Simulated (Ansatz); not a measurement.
# Pt(110) / 3 layers Al(110) / Pt(110): resistance against film thickness, part 2 of 2

Aim: what a thin film of another metal adds to the resistance, first Pt(110) / 3 layers Al(110) / Pt(110).

Ansatz 0.2.0; Ansatz plane-wave DFT, LDA, PAW files; ballistic transport by layer matching (Landauer), zero bias; PAW set soft_1.

So far. Step 4 (With 6 layers, k-mesh 13×10×1, film layers 6): The conductance of the junction is 6.1e14 S/m², 2.6 % under the 6.2e14 S/m² of the last finished run, within the error estimates, leads' steps apart, of 6.3 and 6.7 %. The estimate from the leads' steps, 28 %, is larger still.

**5. With 8 layers, k-mesh 13×10×1, film layers 8**

The stack now holds 8 film layers; the k-mesh follows the cell, and the energies span -0.27 to 0.27 eV.

System of this step: Pt(110) / 8 layers Al(110) / Pt(110). The cell holds 20 atoms: 12 Pt and 8 Al. Its edges and angles: a = 2.773 Å, b = 3.922 Å, c = 28.837 Å, α = 90.0°, β = 90.0°, γ = 90.0°. It derives from Pt and Al. Regions: lead, 12 atoms (12 Pt); films, 8 atoms (8 Al). The structure is stacked along c, and the current runs across the ab planes.

File input.yaml:

```yaml
crystal:
  lattice:
    - [2.7731313745, 0.0, 0.0]
    - [0.0, 3.9218, 0.0]
    - [0.0, 0.0, 28.836713418]
  atoms:
    - { symbol: Pt, position: [0.0, 0.0, 0.0240416733] }
    - { symbol: Pt, position: [0.5, 0.5, 0.07212502] }
    - { symbol: Pt, position: [0.0, 0.0, 0.1202083666] }
    - { symbol: Pt, position: [0.5, 0.5, 0.1682917132] }
    - { symbol: Pt, position: [0.0, 0.0, 0.2163750599] }
    - { symbol: Pt, position: [0.5, 0.5, 0.2644584065] }
    - { symbol: Al, position: [0.0, 0.0, 0.3149375699] }
    - { symbol: Al, position: [0.5, 0.5, 0.3678125499] }
    - { symbol: Al, position: [0.0, 0.0, 0.4206875299] }
    - { symbol: Al, position: [0.5, 0.5, 0.47356251] }
    - { symbol: Al, position: [0.0, 0.0, 0.52643749] }
    - { symbol: Al, position: [0.5, 0.5, 0.5793124701] }
    - { symbol: Al, position: [0.0, 0.0, 0.6321874501] }
    - { symbol: Al, position: [0.5, 0.5, 0.6850624301] }
    - { symbol: Pt, position: [0.0, 0.0, 0.7355415935] }
    - { symbol: Pt, position: [0.5, 0.5, 0.7836249401] }
    - { symbol: Pt, position: [0.0, 0.0, 0.8317082868] }
    - { symbol: Pt, position: [0.5, 0.5, 0.8797916334] }
    - { symbol: Pt, position: [0.0, 0.0, 0.92787498] }
    - { symbol: Pt, position: [0.5, 0.5, 0.9759583267] }
kpoints:
  mp_grid: { grid: [13, 10, 1] }
hamiltonian:
  xc: lda
  pseudopotentials: { kind: paw, azcp: { folder: soft_1 }, xc_functional: pbe }
scf:
  occupations: { method: fermi_dirac, width: 0.1 }
output:
  transmission:
    leads: [[0, 1]]
    kmesh: [26, 18]
    e_range: [-0.27, 0.27]
    de: 0.036
  write_potential: true
  write_density: true
  volumetric_format: npy
```

Run with:

```
ansatz run input.yaml --threads 4 --pin off --max-ram 8192MiB --backend cpu --events-out ev --progress --plain --runs-dir out
```

The job ended after 11 min (4 threads of Intel Xeon Platinum 8259CL at 2.50GHz (Skylake/Cascade Lake), shared host; peak memory 2 GiB; 36 min of CPU time).

Numbers from this step:

| Property | Result |
| --- | --- |
| free energy | -151060.5025 eV |
| energy at zero smearing | -151060.1693 eV |
| Fermi energy | 16.53 eV |
| step of the lead's potential | 2.7 meV |
| ballistic conductance of the lead | 2.14e15 S/m² |
| estimated errors of the lead's conductance | 0.1, 4, 0.7 % (band edges, k-mesh, distance from neutral) |
| lead conductance per cell | 3.000 G₀ |
| conductance of the junction | 6.11e14 S/m² |
| junction conductance per cell | 0.8577 G₀ |
| estimated errors of the junction's conductance | 0.2, 0.4, 8, 3.5, 0.4 % (energy step, band edges, k-mesh, leads' steps, distance from neutral) |
| area resistance that the stack adds (contact term taken off, spin by spin) | 1.169 fΩ m² |

Per spin. Table of transmission, zone mean by energy, zero at the Fermi level:

```tsv
energy (eV)	transmission, zone mean
-0.270	0.976
-0.234	0.970
-0.198	0.971
-0.162	0.950
-0.126	0.912
-0.090	0.917
-0.054	0.892
-0.018	0.875
0.018	0.835
0.054	0.833
0.090	0.787
0.126	0.771
0.162	0.777
0.198	0.774
0.234	0.752
0.270	0.745
```

The conductance of the junction is 6.1e14 S/m², 0.43 % over the 6.1e14 S/m² of the last finished run, within the error estimates, leads' steps apart, of 6.7 and 8 %.

**6. Cost and result by level**

Times are for 4 threads of Intel Xeon Platinum 8259CL at 2.50GHz (Skylake/Cascade Lake), shared host. The series side by side:

```tsv
no.	film layers	area resistance that the stack adds (contact term taken off, spin by spin) (fΩ m²)	conductance of the junction (S/m²)	time	memory (GiB)
1	3	0.9928	6.86e14	18 min	2.3
2	5	1.131	6.25e14	10 min	1.8
3	6	1.173	6.08e14	11 min	1.8
4	8	1.169	6.11e14	11 min	2.0
```

**7. With 10 layers, k-mesh 13×10×1, film layers 10**

The stack now holds 10 film layers; the k-mesh follows the cell, and the energies span -0.27 to 0.27 eV.

System of this step: Pt(110) / 10 layers Al(110) / Pt(110). The cell holds 22 atoms: 12 Pt and 10 Al. Cell: a = 2.773 Å, b = 3.922 Å, c = 31.886 Å, α = 90.0°, β = 90.0°, γ = 90.0°. It derives from Pt and Al. Regions: lead, 12 atoms (12 Pt); films, 10 atoms (10 Al). The structure is stacked along c, and the current runs across the ab planes.

input.yaml, the sections that differ from step 5:

```yaml
crystal:
  lattice:
    - [2.7731313745, 0.0, 0.0]
    - [0.0, 3.9218, 0.0]
    - [0.0, 0.0, 31.8861947108]
  atoms:
    - { symbol: Pt, position: [0.0, 0.0, 0.0217424139] }
    - { symbol: Pt, position: [0.5, 0.5, 0.0652272417] }
    - { symbol: Pt, position: [0.0, 0.0, 0.1087120696] }
    - { symbol: Pt, position: [0.5, 0.5, 0.1521968974] }
    - { symbol: Pt, position: [0.0, 0.0, 0.1956817252] }
    - { symbol: Pt, position: [0.5, 0.5, 0.2391665531] }
    - { symbol: Al, position: [0.0, 0.0, 0.2848180703] }
    - { symbol: Al, position: [0.5, 0.5, 0.3326362769] }
    - { symbol: Al, position: [0.0, 0.0, 0.3804544835] }
    - { symbol: Al, position: [0.5, 0.5, 0.4282726901] }
    - { symbol: Al, position: [0.0, 0.0, 0.4760908967] }
    - { symbol: Al, position: [0.5, 0.5, 0.5239091033] }
    - { symbol: Al, position: [0.0, 0.0, 0.5717273099] }
    - { symbol: Al, position: [0.5, 0.5, 0.6195455165] }
    - { symbol: Al, position: [0.0, 0.0, 0.6673637231] }
    - { symbol: Al, position: [0.5, 0.5, 0.7151819297] }
    - { symbol: Pt, position: [0.0, 0.0, 0.7608334469] }
    - { symbol: Pt, position: [0.5, 0.5, 0.8043182748] }
    - { symbol: Pt, position: [0.0, 0.0, 0.8478031026] }
    - { symbol: Pt, position: [0.5, 0.5, 0.8912879304] }
    - { symbol: Pt, position: [0.0, 0.0, 0.9347727583] }
    - { symbol: Pt, position: [0.5, 0.5, 0.9782575861] }
# kpoints, hamiltonian, scf, output: as in step 5
```

It took 8.7 min on 4 threads; peak memory 2.2 GiB.

The run was cut off at the time limit after its SCF cycle had converged; no result of it is taken.

The program's message: “Error: SIGTERM received: cancelled by the caller after 5356 completed steps of the transmission, in an analysis behind the self-consistent cycle: that cycle's result was reported, and what else the de …”

**8. What came out**

| Property | Result |
| --- | --- |
| area resistance, 3 layers | 0.993 fΩ m² |
| area resistance, 5 layers | 1.13 fΩ m² |
| area resistance, 6 layers | 1.17 fΩ m² |
| area resistance, 8 layers | 1.17 fΩ m² |

The stack adds 0.99 fΩ m² with 3 layers and 1.2 fΩ m² with 8. From 5 layers on no step exceeds the two runs' error estimates together, as expected where only the two interfaces scatter; half the mean, 0.58 fΩ m², is a rough coherent figure for one interface. Atoms sit on ideal sites and aren't relaxed. Spin-orbit coupling is left out, which matters for Pt. The program's estimate of the error from the leads' steps alone runs to 28 %, although the steps are small; only longer leads would test it. Al(110) is compressed by 3.1 % in plane to fit Pt(110), at its own atomic volume.

[Logs are printed without paths, hosts, clocks, repeated set-up lines and the standing remarks that a program may print on its own settings, such as how far it seeks lower states.]

[Hosts, paths, dates, database ids (printed as entryN), source tags and the programs' standing remarks are cut or masked in the printed files.]
